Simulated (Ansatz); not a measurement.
**TaN: enthalpy under pressure, worked through**

Theory: DFT PBEsol, scalar-relativistic, plane waves, PAW (Ansatz). (420 eV cutoff, 16×16×16 k-mesh, Gaussian smearing of 0.10 eV, no spin polarisation)

Reference structure (relaxed):

```
Ta N
1.0
     0.00000    2.18784    2.18784
     2.18784    0.00000    2.18784
     2.18784    2.18784    0.00000
Ta N
1 1
Direct
  0.50000 0.50000 0.50000
  0.00000 0.00000 0.00000
```

Cell and atoms were relaxed at each target pressure within the start's symmetry (Fm-3m), at zero temperature; other phases can be more stable under pressure. H = E + PV with P the target; E is the free energy at the smearing used, whose derivative the pressure is, per atom and counted from zero pressure. The mesh named is that at zero pressure; some other pressures ran on another.

Spin–orbit coupling is left out, which can shift energies with elements as heavy as these.

```
P (GPa) V (Å³/atom) E − E0 (meV) H − H0 (meV)
      0       10.472           0.0           0.0
      1       10.444           0.1          65.3
      4       10.359           1.4         260.0
     12       10.152          11.6         772.0
     25        9.851          45.9        1583.1
     50        9.382         154.3        3082.2
     90        8.810         398.2        5347.3
```

Question: Thermodynamics gives dH/dP = V along a relaxed path. Integrate V over P by the trapezoid rule and compare with the computed enthalpies.

Answer: With 1 eV/Å³ = 160.22 GPa, each step adds the mean volume times ΔP / 160.22:
```tsv
P (GPa)	∫V dP (meV)	H − H0 (meV)	difference (meV)
1	65.3	65.3	0.0
4	260.0	260.0	0.0
12	772.1	772.0	0.1
25	1583.6	1583.1	0.5
50	3084.2	3082.2	1.9
90	5355.1	5347.3	7.9
```

V(P) curves upward, so the trapezoid rule runs high; integrating a smooth curve through the same points (P as a polynomial of degree 4 in ln V) puts that excess at about 5.4 meV at 90 GPa, against the 7.9 meV found. What is left comes from the shape of V(P) between points this far apart, and from the mesh, the smearing and the stress tolerance.

Question: At 90 GPa, how much of the enthalpy change is stored energy and how much is the PV term?

Answer: E rises by 398 meV/atom and PV is 90 × 8.810 / 160.22 = 4949 meV/atom, so PV makes 93 % of ΔH. So between rival structures at high pressure a small difference in volume can outweigh the difference in energy: 1 % of this volume is worth 49.5 meV/atom at this pressure.

Question: What bulk modulus do the lowest pressures give?

Answer: From the pressures that the runs reached, -1.05 GPa (10.505 Å³) and 1.03 GPa (10.444 Å³), B = −ΔP/Δln V = 2.08 / 0.0058 = 357 GPa, a mean over that range.

This rock-salt form isn't the usual stable structure of the compound.